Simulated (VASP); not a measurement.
# Al2O3 (P-3m1) in VASP: a series of runs, part 2 of 2

VASP 6.6.1.

## (4) Relaxation of cell and atoms, PBE, target pressure 2 GPa, at which the enthalpy is minimised

Input file INCAR:

```
  PREC = Accurate
  ENCUT = 600
  EDIFF = 1E-6
  ISMEAR = -1
  SIGMA = 0.05
  LREAL = False
  LASPH = True
  NELM = 100
  ALGO = Fast
  ISIF = 3
  LWAVE = False
  LCHARG = False
  GGA = PE
  IBRION = 2
  NSW = 60
  EDIFFG = -0.005
  PSTRESS = 20
```

Input file KPOINTS:

```
regular mesh
0
Gamma
  7 7 3
```

Input file POSCAR:

```
Al2O3
1.0
    3.0174825440      0.0000000000      0.0000000000
   -1.5087412720      2.6132165386      0.0000000000
    0.0000000000      0.0000000000      7.5746360022
Al O
2 3
Direct
    0.0000000000      0.0000000000      0.7220490000
    0.0000000000      0.0000000000      0.2779510000
    0.0000000000      0.0000000000      0.5000000000
    0.6666666667      0.3333333333      0.8005460000
    0.3333333333      0.6666666667      0.1994540000
```

Potentials or basis: VASP PAW PBE potentials, release 64 (Al, O).

The run is started by

```console
> cat potpaw_PBE.64/Al/POTCAR potpaw_PBE.64/O/POTCAR > POTCAR
> mpirun -np 1 vasp_std > vasp.out
```

OUTCAR:

```text
PREC = Accurate
   ENCUT = 600
   EDIFF = 1E-6
   ISMEAR = -1
   LREAL = False
   LASPH = True
   NELM = 100
   ISIF = 3
   GGA = PE
   IBRION = 2
   NSW = 60
   EDIFFG = -0.005
   PSTRESS = 20

 ion  position               nearest neighbor table
   1  0.000  0.000  0.722-   3 1.68   4 1.84   4 1.84   4 1.84   2 3.36
   2  0.000  0.000  0.278-   3 1.68   5 1.84   5 1.84   5 1.84   1 3.36
   3  0.000  0.000  0.500-   1 1.68   2 1.68
   4  0.667  0.333  0.801-   1 1.84   1 1.84   1 1.84
   5  0.333  0.667  0.199-   2 1.84   2 1.84   2 1.84

  LATTYP: Found a hexagonal cell.
 ALAT       =     3.0174825440
 C/A-ratio  =     2.5102501478

  Lattice vectors:

 A1 = (   3.0174825440,   0.0000000000,   0.0000000000)
 A2 = (  -1.5087412720,   2.6132165386,   0.0000000000)
 A3 = (   0.0000000000,   0.0000000000,   7.5746360022)

Analysis of symmetry for initial positions (statically):
=====================================================================
 Subroutine PRICEL returns:
 Original cell was already a primitive cell.

 Routine SETGRP: Setting up the symmetry group for a
 hexagonal supercell.

 Subroutine GETGRP returns: Found 12 space group operations
 (whereof 12 operations were pure point group operations)
 out of a pool of 24 trial point group operations.
[... 164 lines left out ...]
  free energy    TOTEN  =       -36.20143188 eV

  energy without entropy =      -36.20143188  energy(sigma->0) =      -36.20143188

------------------------ aborting loop because EDIFF is reached ----------------------------------------

  FORCE on cell =-STRESS in cart. coord.  units (eV):
  Direction    XX          YY          ZZ          XY          YZ          ZX
  --------------------------------------------------------------------------------------
  -------------------------------------------------------------------------------------
  Total       -0.3520741     -0.3520741     -0.1662136     -0.0000000      0.0000000      0.0000000
  in kB       -9.4441468     -9.4441468     -4.4585658     -0.0000000      0.0000000      0.0000000
  external PRESSURE =     -27.7822865 kB  Pullay stress =      20.0000000 kB
[... 106 lines left out ...]
  energy  without entropy=      -36.1985032403  energy(sigma->0) =      -36.19850324

  enthalpy is  TOTEN    =       -35.4643376775 eV   P V=        0.7341655629

[... ionic steps 4 to 17 ...]

--------------------------------------- Ionic step       18  -------------------------------------------

 number of electron      24.0000018 magnetization

------------------------ aborting loop because EDIFF is reached ----------------------------------------
[... 77 lines left out ...]
--------------------------------------- Ionic step       20  -------------------------------------------

 number of electron      24.0000018 magnetization

 Free energy of the ion-electron system (eV)
  ---------------------------------------------------
  ext. energy  EPLUGINS =         0.00000000
  ---------------------------------------------------
  free energy    TOTEN  =       -36.19171028 eV

  energy without entropy =      -36.19171028  energy(sigma->0) =      -36.19171028

 E-fermi :   5.2341     XC(G=0):  -9.8429

 val. band max:        4.1123549877   @ k =   0.0000   0.0000   0.0000
 cond. band min:       6.5016389111   @ k =   0.0000   0.0000   0.0000
 fundamental gap:      2.3892839234
 Fermi energy:         5.2340663227

 k-point     1 :       0.0000    0.0000    0.0000
  band No.  band energies     occupation
      1     -15.6446      2.00000
      2     -15.4326      2.00000
      3     -12.8240      2.00000
      4      -1.8052      2.00000
      5      -0.5207      2.00000
      6       0.3221      2.00000
[... 405 lines left out ...]
  energy  without entropy=      -36.1917102818  energy(sigma->0) =      -36.19171028

  enthalpy is  TOTEN    =       -35.4660972560 eV   P V=        0.7256130259

 reached required accuracy - stopping structural energy minimisation
```

OSZICAR:

```text
N       E                     dE             d eps       ncg     rms          rms(c)
DAV:   1     0.133661598767E+03    0.13366E+03   -0.13735E+04   640   0.153E+03
DAV:   2    -0.344427486093E+02   -0.16810E+03   -0.16363E+03   840   0.290E+02
DAV:   3    -0.417150368190E+02   -0.72723E+01   -0.72627E+01   824   0.734E+01
[... 160 lines left out ...]
DAV:   1    -0.361918225403E+02   -0.59279E-03   -0.13610E-02   640   0.109E+00    0.727E-02
RMM:   2    -0.361917399552E+02    0.82585E-04   -0.19893E-04   640   0.125E-01    0.362E-02
RMM:   3    -0.361917141121E+02    0.25843E-04   -0.59145E-05   640   0.616E-02    0.117E-02
RMM:   4    -0.361917105990E+02    0.35131E-05   -0.10901E-05   622   0.283E-02    0.373E-03
RMM:   5    -0.361917102819E+02    0.31716E-06   -0.12394E-06   405   0.924E-03
  20 F= -.35466097E+02 E0= -.35466097E+02  d E =-.385971E-05
```

CONTCAR:

```text
Al2O3
   1.00000000000000
     2.9970729316408664   -0.0000000000000000    0.0000000000000000
    -1.4985364658204332    2.5955412958227453    0.0000000000000000
    -0.0000000000000000    0.0000000000000000    7.4724050069583283
  Al              O
     2     3
Direct
     0.0000000000000000    0.0000000000000000    0.7242190764997695
     0.0000000000000000    0.0000000000000000    0.2757809235002304
     0.0000000000000000    0.0000000000000000    0.5000000000000000
     0.6666666667000030    0.3333333332999970    0.8038282238469791
     0.3333333332999970    0.6666666667000030    0.1961717761530207

  0.00000000E+00  0.00000000E+00  0.00000000E+00
  0.00000000E+00  0.00000000E+00  0.00000000E+00
  0.00000000E+00  0.00000000E+00  0.00000000E+00
  0.00000000E+00  0.00000000E+00  0.00000000E+00
  0.00000000E+00  0.00000000E+00  0.00000000E+00
```

Wall time 3.6 min (1 thread of Intel Xeon Platinum 8488C (Sapphire Rapids), shared host); peak memory 0.19 GiB.

What came out:

```yaml
Free_energy: -36.1917 eV
Relaxed_volume: 11.63 Å³/atom
Relaxed_cell: a = 2.997 Å, b = 2.997 Å, c = 7.472 Å, α = 90.00°, β = 90.00°, γ = 120.00°
Space_group_after_relaxing_to_0.05_Å: P-3m1 (No. 164)
Energy_change_on_relaxing_the_enthalpy_is_what_falls: +1.9 meV/atom
Ionic_steps: 20
Pressure_after_relaxing: 2.0 GPa
Largest_force_after_relaxing: 0.003 eV/Å
Band_gap_on_the_k_mesh: 2.39 eV, direct
```

Forces on the atoms (eV/Å):
```
Al   0.000  0.000  0.003
Al   0.000  0.000 -0.003
O    0.000  0.000  0.000
O    0.000  0.000  0.000
O    0.000  0.000  0.000
```

Step by step:
| step | energy change (eV) | largest force (eV/Å) | pressure (GPa) | volume (Å³) |
| --- | --- | --- | --- | --- |
| 1 | 0.0000 | 0.0913 | -0.78 | 59.73 |
| 2 | 0.0213 | 0.2681 | 4.67 | 57.96 |
| 3 | 0.0029 | 0.0959 | 1.96 | 58.81 |
| 4 | 0.0053 | 0.2043 | 2.00 | 58.67 |
| 5 | 0.0032 | 0.0602 | 1.96 | 58.75 |
| 6 | 0.0035 | 0.0284 | 1.95 | 58.71 |
| 7 | 0.0038 | 0.0277 | 1.97 | 58.69 |
| 8 | 0.0037 | 0.0246 | 1.97 | 58.69 |
| 9 | 0.0040 | 0.0238 | 1.97 | 58.66 |
| 10 | 0.0049 | 0.0215 | 2.00 | 58.57 |
| 11 | 0.0067 | 0.0173 | 1.97 | 58.39 |
| 12 | 0.0109 | 0.0131 | 2.00 | 58.03 |
| 13 | 0.0103 | 0.0135 | 2.02 | 58.09 |
| 14 | 0.0084 | 0.0155 | 2.00 | 58.24 |
| 15 | 0.0098 | 0.0129 | 2.02 | 58.12 |
| 16 | 0.0092 | 0.1011 | 1.77 | 58.19 |
| 17 | 0.0096 | 0.0040 | 1.95 | 58.14 |
| 18 | 0.0097 | 0.0027 | 1.97 | 58.13 |
| 19 | 0.0102 | 0.0311 | 2.14 | 58.10 |
| 20 | 0.0097 | 0.0034 | 2.01 | 58.13 |

Final structure:
```
Al O
1.0
     2.99707    0.00000    0.00000
    -1.49854    2.59554    0.00000
     0.00000    0.00000    7.47241
Al O
2 3
Direct
  0.00000 0.00000 0.72422
  0.00000 0.00000 0.27578
  0.00000 0.00000 0.50000
  0.66667 0.33333 0.80383
  0.33333 0.66667 0.19617
```

Levels at points of the mesh, in eV from the valence-band top:
```tsv
k point	band 10	band 11	band 12	band 13	band 14	band 15
(0.00, 0.00, 0.00)	-2.36	0.00	0.00	2.39	4.44	7.47
```

Caveat: the cell is relaxed towards a set pressure, so the enthalpy falls and the energy may rise.

## (5) For comparison

An earlier run on the cell as given: functional PBE; potentials or basis VASP PAW PBE potentials, release 64 (Al, O); cutoff 520 eV; k mesh 10 × 10 × 4; occupations fermi-dirac, width 0.05 eV; no spin polarisation.

- Pressure: -0.5 GPa
- Largest force: 0.091 eV/Å
- Band gap on the k mesh: 2.29 eV, direct

## (6) Summary

| task | level | potentials or basis | cell | k mesh | cutoff (eV) | smearing | k-point spacing | target pressure | other keys | gap on the mesh (eV) | pressure (GPa) | largest force (eV/Å) |
| --- | --- | --- | --- | --- | --- | --- | --- | --- | --- | --- | --- | --- |
| relaxation of cell and atoms | PBE+D3(BJ) | VASP PAW PBE potentials, release 64 (Al, O_s) | relaxed to 1 GPa | - | 480 | fermi-dirac 0.02 eV | 0.25 | 1 GPa | KSPACING = 0.25; EDIFFG = 0.0001; PSTRESS = 10 | 2.41 | 0.9 | 0.02 |
| relaxation of cell and atoms | PBE | VASP PAW PBE potentials, release 64 (Al, O) | relaxed | 7 × 7 × 3 | 600 | fermi-dirac 0.05 eV | - | - | - | 2.36 | 0.0 | - |
| relaxation of cell and atoms | PBE | VASP PAW PBE potentials, release 64 (Al, O) | relaxed to 2 GPa | 7 × 7 × 3 | 600 | fermi-dirac 0.05 eV | - | 2 GPa | - | 2.39 | 2.0 | - |
| single point | PBE | VASP PAW PBE potentials, release 64 (Al, O) | as given | 10 × 10 × 4 | 520 | fermi-dirac 0.05 eV | - | - | - | 2.29 | -0.5 | 0.09 |

Alike in all rows: no spin polarisation.

Caveats: the cell is relaxed towards a set pressure, so the enthalpy falls and the energy may rise (some runs); an odd mesh through Γ misses points on the zone boundary, where band edges often lie (some runs).

Total energies depend on the potentials used, so only differences within one code and one set of settings carry meaning.
